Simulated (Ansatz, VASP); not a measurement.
Given: the input of a run of VASP 6.6.1 on Co.

INCAR

```
PREC     = Accurate       # precision mode
ENCUT    = 600            # plane-wave cutoff, eV
EDIFF    = 1E-6           # SCF threshold, eV
ISMEAR   = -1             # smearing method
SIGMA    = 0.05           # smearing width, eV
LREAL    = False          # projectors in reciprocal space
LASPH    = True           # aspherical terms in the spheres
NELM     = 150            # most SCF steps
ALGO     = Normal         # electronic algorithm
ISIF     = 3              # what is computed and relaxed
LWAVE    = False          # write WAVECAR
LCHARG   = False          # write CHGCAR
ISPIN    = 2              # spin polarisation
MAGMOM   = 2 2            # initial moments
LORBIT   = 11             # projections on sites
LMAXMIX  = 4              # l up to which the mixer works
IBRION   = 2              # ionic algorithm
NSW      = 80             # ionic steps
EDIFFG   = -0.005         # ionic threshold
```

KPOINTS

```
regular mesh
0
Gamma
  12 12 7
```

The input POSCAR:

```
Co
1.0
    2.4719999032      0.0000000000      0.0000000000
   -1.2359999516      2.1408147143      0.0000000000
    0.0000000000      0.0000000000      4.0211440800
Co
2
Direct
    0.6666666667      0.3333333333      0.7500000000
    0.3333333333      0.6666666667      0.2500000000
```

Potentials or basis: VASP PAW LDA potentials, release 64 (Co).

The run is started by

```bash
$ cat potpaw_LDA.64/Co/POTCAR > POTCAR
$ mpirun -np 1 vasp_std > vasp.out
```

**Question.** Set up the same calculation for Ansatz 0.2.0. Potentials there: all-electron LAPW, scalar-relativistic.

**Answer.** As run (the cutoff follows the program's own potentials):

Contents of input.yaml:

```yaml
crystal:
  lattice:
    - [2.4719999032, 0.0, 0.0]
    - [-1.2359999516, 2.1408147143, 0.0]
    - [0.0, 0.0, 4.02114408]
  atoms:
    - { symbol: Co, position: [0.6666666667, 0.3333333333, 0.75], spin: 2.0 }
    - { symbol: Co, position: [0.3333333333, 0.6666666667, 0.25], spin: 2.0 }
kpoints:
  mp_grid: { grid: [12, 12, 7] }
scf:
  occupations: { method: fermi_dirac, width: 0.05 }
hamiltonian:
  xc: lda
  pseudopotentials: { kind: all_electron, lapw: { basis_error: 0.001 } }
magnetization:
  spin_polarized: true
output:
  forces: true
  stress: true
relax:
  f_tol: 0.005
  max_steps: 60
  cell: {}
```

Potentials or basis: all-electron LAPW, scalar-relativistic.

The run is started by

```console
$ ansatz run input.yaml --threads 2 --pin off --max-ram 6144MiB --backend cpu --events-out ev --progress --plain --runs-dir out
```

Both were run:

|  | VASP | Ansatz | Ansatz less VASP |
| --- | --- | --- | --- |
| net moment per atom (μB) | 1.48 | 1.49 | +0.014 |
| size of the moment on the site where the two differ most (μB) | 1.47 | 1.53 | +0.062 |
| relaxed volume (Å³/atom) | 9.96 | 9.99 | +0.030 |
| relaxed cell length with the largest relative difference (Å) | 3.911 | 3.916 | +0.0049 |
| energy change over the relaxation (meV/atom) | -36 | -33 | +3.4 |

Site moments also hang on the region over which each program counts them. Ansatz ran all-electron here, so the differences hold the error of VASP's frozen core and of both bases.
